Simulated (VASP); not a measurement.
# As (R-3m) in VASP: atomic charges with SCAN+rVV10

Aim: the atomic charges of As with SCAN+rVV10.

Program: VASP 6.6.1. These are calculated values, not measurements. Logs are shortened: lines on timing, memory, paths and dates and some standing lists are left out, and cuts for length are marked.

## (1) The undisturbed crystal

Symmetry: R-3m, No. 166, trigonal system. The conventional cell has a = 3.762 Å, b = 3.762 Å, c = 10.542 Å, α = 90.00°, β = 90.00°, γ = 120.00°. As (site symmetry 3m) is surrounded by 3 As at 2.51 Å.

## (2) Atomic charges, SCAN+rVV10 (atoms moved at random, drawn with an rms of 0.1 Å)

The input, INCAR:

```
SYSTEM = As
ALGO = Normal
BPARAM = 15.7
CPARAM = 0.0093
EDIFF = 1E-7
ENCUT = 520
ISIF = 2
ISMEAR = 0
IVDW_NL = 2
LASPH = .True.
LCHARG = .True.
LELF = .True.
LMIXTAU = .True.
LORBIT = 10
LREAL = .False.
LUSE_VDW = .True.
LVHAR = .True.
LWAVE = .False.
METAGGA = SCAN
NELM = 60
PREC = Accurate
SIGMA = 0.05
```

The input, KPOINTS:

```
k-points
0
Gamma
  9 9 9
  0 0 0
```

The input, POSCAR:

```
As
1.0
    1.8807968987      1.0858785957      3.5140619945
   -1.8807968987      1.0858785957      3.5140619945
    0.0000000000     -2.1717571915      3.5140619945
As
2
Cartesian
   -0.0605372098     -0.0817134502      2.2544710710
   -0.0216103564      0.0624119581      8.1093938366
```

Potentials or basis: VASP PAW PBE potentials, release 64 (As).

Launch:

```bash
> cat potpaw_PBE.64/As/POTCAR > POTCAR
> mpirun -np 1 vasp_std > vasp.out
```

OUTCAR:

```text
SYSTEM = As
   BPARAM = 15.7
   EDIFF = 1E-7
   ENCUT = 520
   ISIF = 2
   ISMEAR = 0
   IVDW_NL = 2
   LASPH = .True.
   LORBIT = 10
   LREAL = .False.
   METAGGA = SCAN
   NELM = 60
   PREC = Accurate

 ion  position               nearest neighbor table
   1  0.185  0.217  0.239-   2 2.34   2 2.51   2 2.56
   2  0.773  0.785  0.750-   1 2.34   1 2.51   1 2.56

  LATTYP: Found a trigonal (rhomboedric) cell.
 ALAT       =     4.1310000000
 COS(alpha) =     0.5854247172

  Lattice vectors:

 A1 = (   1.8807968987,   1.0858785957,   3.5140619945)
 A2 = (  -1.8807968987,   1.0858785957,   3.5140619945)
 A3 = (   0.0000000000,  -2.1717571915,   3.5140619945)

Analysis of symmetry for initial positions (statically):
=====================================================================
 Subroutine PRICEL returns:
 Original cell was already a primitive cell.

 Routine SETGRP: Setting up the symmetry group for a
 trigonal (rhombohedral) supercell.

 Subroutine GETGRP returns: Found  2 space group operations
 (whereof  1 operations were pure point group operations)
 out of a pool of 12 trial point group operations.

The static configuration has the point symmetry C_1 .
 The point group associated with its full space group is S_2 .

Analysis of symmetry for dynamics (positions and initial velocities):
=====================================================================
 Subroutine PRICEL returns:
 Original cell was already a primitive cell.

 Routine SETGRP: Setting up the symmetry group for a
 trigonal (rhombohedral) supercell.

 Subroutine GETGRP returns: Found  2 space group operations
 (whereof  1 operations were pure point group operations)
 out of a pool of 12 trial point group operations.

The dynamic configuration has the point symmetry C_1 .
 The point group associated with its full space group is S_2 .

 Subroutine INISYM returns: Found  2 space group operations
 (whereof  1 operations are pure point group operations),
 and found     1 'primitive' translations

----------------------------------------------------------------------------------------

                                     Primitive cell

  volume of cell :      43.0610

  direct lattice vectors                    reciprocal lattice vectors
[... 97 lines left out ...]
   PSTRESS=    0.0 pullay stress
   NELECT =      10.0000    total number of electrons
   NUPDOWN=      -1.0000    fix difference up-down
   EMIN   =  10.00;   EMAX   =-10.00  energy-range for DOS
   EFERMI =   0.00;   METHOD = LEGACY
   ISMEAR =     0;   SIGMA  =   0.05  broadening in eV -4-tet -1-fermi 0-gaus
   EFERMI_NEDOS =   21; number of points for ismear=-14 and -15
   IALGO  =     38    algorithm
   IMIX   =      4    mixing-type and parameters
     AMIX     =   0.40;   BMIX     =  1.00
     AMIX_MAG =   1.60;   BMIX_MAG =  1.00
  volume/ion in A,a.u.               =      21.53       145.29
  Fermi-wavevector in a.u.,A,eV,Ry     =   1.006268  1.901570 13.776916  1.012575
  Thomas-Fermi vector in A             =   2.138999
   LORBIT       =     10    0 simple, 1 ext, 2 COOP (PROOUT), +10 PAW based schemes
   METAGGA = SCAN    functional components
   LHFCALC =     F    Hartree Fock is set to
   AEXX    =    0.0000 exact exchange contribution
   IVDW_NL    =     2    kernel type
   BPARAM     =15.7000
   IVDW    =     0    specifies the selected vdW correction
   LEPSILON=     F    determine dielectric tensor
   LRPA    =     F    only Hartree local field effects (RPA)
 non-spin polarized calculation
 Gauss-broadening in eV      SIGMA  =   0.05
  energy-cutoff  :      520.00
  volume of cell :       43.06
 maximum number of plane-waves:      1171
   NGX = 15   NGY = 15   NGZ = 15

 number of electron      10.0000000 magnetization

 Free energy of the ion-electron system (eV)
  ---------------------------------------------------
  ext. energy  EPLUGINS =         0.00000000
  ---------------------------------------------------
  free energy    TOTEN  =       -40.14017636 eV

  energy without entropy =      -40.13997009  energy(sigma->0) =      -40.14007322

 E-fermi :   5.3439     XC(G=0): -10.3611

 val. band max:        5.3297121294   @ k =   0.2222   0.2222   0.3333
 cond. band min:       5.3600902644   @ k =   0.3333   0.3333   0.4444
 fundamental gap:      0.0303781350
 Fermi energy:         5.3439477097

 k-point     1 :       0.0000    0.0000    0.0000
  band No.  band energies     occupation
      1     -10.5081      2.00000
      2      -0.5052      2.00000
      3       2.3757      2.00000
      4       2.9889      2.00000
      5       3.4323      2.00000
      6       6.4814      0.00000
      7       7.5615      0.00000
      8       8.9863      0.00000
      9      12.3213      0.00000
[... 265 lines left out ...]
 k-point    24 :      -0.3333    0.0000   -0.1111
  band No.  band energies     occupation
      1      -9.3097      2.00000
      2      -3.5455      2.00000
      3       1.2092      2.00000
      4       1.8527      2.00000
      5       4.3835      2.00000
      6       6.1266      0.00000
      7       7.7502      0.00000
      8       8.5740      0.00000
      9      11.0001      0.00000

 [... further k-points ...]

------------------------ aborting loop because EDIFF is reached ----------------------------------------

  FORCE on cell =-STRESS in cart. coord.  units (eV):
  Direction    XX          YY          ZZ          XY          YZ          ZX
  --------------------------------------------------------------------------------------
  -------------------------------------------------------------------------------------
  Total        0.2716322      1.6106981      0.9576600     -0.0728938      1.2729773      0.2548236
  in kB       10.1066662     59.9295315     35.6318249     -2.7121736     47.3638932      9.4812680
  external PRESSURE =      35.2226742 kB  Pullay stress =       0.0000000 kB

 VOLUME and BASIS-vectors are now :
 -----------------------------------------------------------------------------
  energy-cutoff  :      520.00
  volume of cell :       43.06
      direct lattice vectors                 reciprocal lattice vectors
     1.880796899  1.085878596  3.514061995     0.265844760  0.153485544  0.094856987
    -1.880796899  1.085878596  3.514061995    -0.265844760  0.153485544  0.094856987
     0.000000000 -2.171757191  3.514061995     0.000000000 -0.306971087  0.094856987

 POSITION                                       TOTAL-FORCE (eV/Angst)
 -----------------------------------------------------------------------------------
     -0.06054     -0.08171      2.25447         0.181845      1.093359      1.193686
     -0.02161      0.06241      8.10939        -0.181845     -1.093359     -1.193686
 -----------------------------------------------------------------------------------
    total drift:                               -0.000133      0.001125      0.000090

  FREE ENERGIE OF THE ION-ELECTRON SYSTEM (eV)
  ---------------------------------------------------
  free  energy   TOTEN  =       -40.1401763628 eV

  energy  without entropy=      -40.1399700851  energy(sigma->0) =      -40.14007322

 total charge

# of ion       s       p       d       tot
------------------------------------------
    1        1.292   1.400   0.056   2.748
    2        1.292   1.400   0.056   2.748
--------------------------------------------------
tot          2.584   2.801   0.111   5.496
```

OSZICAR:

```text
N       E                     dE             d eps       ncg     rms          rms(c)
DAV:   1     0.791468316824E+00    0.79147E+00   -0.45192E+03  6570   0.958E+02
DAV:   2    -0.403528862034E+02   -0.41144E+02   -0.39996E+02  9840   0.128E+02
[... 16 lines left out ...]
DAV:  19    -0.401401755636E+02   -0.39092E-06   -0.45482E-07  8511   0.684E-03    0.558E-03
DAV:  20    -0.401401757446E+02   -0.18103E-06   -0.67102E-07  6587   0.125E-02    0.552E-03
DAV:  21    -0.401401792846E+02   -0.35400E-05   -0.46573E-06  6570   0.352E-02    0.315E-03
DAV:  22    -0.401401776778E+02    0.16068E-05   -0.24964E-07  6731   0.727E-03    0.207E-03
DAV:  23    -0.401401773256E+02    0.35217E-06   -0.15768E-08  3286   0.175E-03    0.180E-03
DAV:  24    -0.401401763356E+02    0.98999E-06   -0.32703E-07  6570   0.687E-03    0.276E-04
DAV:  25    -0.401401763628E+02   -0.27148E-07   -0.33235E-08  3285   0.266E-03
   1 F= -.40140176E+02 E0= -.40140073E+02  d E =-.206278E-03
```

Run time: 11 min. Hardware: 1 thread of AMD EPYC 9R45 (Zen 5), shared host; peak memory 0.39 GiB.

Results:

| Item | Value |
| --- | --- |
| Free energy | -40.1402 eV |
| Pressure | 3.5 GPa |
| Largest force | 1.629 eV/Å |
| Band gap on the k mesh | none (metal or under the smearing width) |
| Valence electrons inside the program's atomic spheres | As 2.75 |

Forces on the atoms (eV/Å):
```
As   0.182  1.093  1.194
As  -0.182 -1.093 -1.194
```

Levels at points of the mesh, in eV from the Fermi level:
| k point | band 3 | band 4 | band 5 | band 6 | band 7 | band 8 |
| --- | --- | --- | --- | --- | --- | --- |
| (0.00, 0.00, 0.00) | -2.97 | -2.35 | -1.91 | 1.14 | 2.22 | 3.64 |

Caveat: the PAW data sets were made with another functional, which shifts forces and pressure a little.
